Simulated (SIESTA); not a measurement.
## Ge under changes of volume

One of the cells (19.014 Å³/atom); the others are scaled copies at fixed shape and fractional positions:

```
Ge
1.0
    -2.49590    2.65086    1.43695
     2.49590   -2.65086    1.43695
     2.49590    2.65086   -1.43695
Ge
2
Direct
  0.31406 0.06406 0.25000
  0.68594 0.93594 0.75000
```

This isn't the form of Ge at room conditions, which is diamond.

| Item | Value |
| --- | --- |
| Program | SIESTA 5.4.2 |
| Functional | LDA |
| Potentials or basis | PseudoDojo 0.4 standard (LDA files) |
| Basis | DZP (energy shift 0.003 Ry; two zetas on semicore shells) |
| Grid cutoff | 800 Ry |
| Energy shift | 0.003 Ry |
| k mesh | 11 × 11 × 11 |
| Occupations | fermi-dirac, width 0.05 eV |
| Spin | no spin polarisation |

| volume (Å³/atom) | energy over the lowest point (meV/atom) | pressure (GPa) | largest force (eV/Å) |
| --- | --- | --- | --- |
| 17.874 | ? | ? | ? |
| 18.254 | 0.00 | 0.2 | 0.068 |
| 18.634 | 1.52 | -1.3 | 0.074 |
| 19.014 | 6.39 | -2.7 | 0.078 |
| 19.395 | 14.20 | -3.8 | 0.082 |
| 19.775 | 24.59 | -4.9 | 0.085 |
| 20.155 | 37.24 | -5.8 | 0.086 |

Task: What does the run at 17.874 Å³/atom give?

Result: Energy over the lowest point 2.29 meV/atom; pressure 1.8 GPa; largest force 0.063 eV/Å.

Worked out: A Birch-Murnaghan fit of order 3 (a polynomial in V^(-2/3)) to the other rows has its minimum at 18.28 Å³/atom with B0 = V·E''(V) = 76 GPa and B' = 5.1 at fixed shape and positions, which overstates the stiffness. It gives 2.27 meV/atom at 17.874 Å³/atom, against the run's 2.29, and -dE/dV = 1.8 GPa, against 1.8.

Energies are extrapolated to zero smearing.

Caveats: the basis of atomic orbitals isn't converged, which shifts pressures, moduli and gaps.
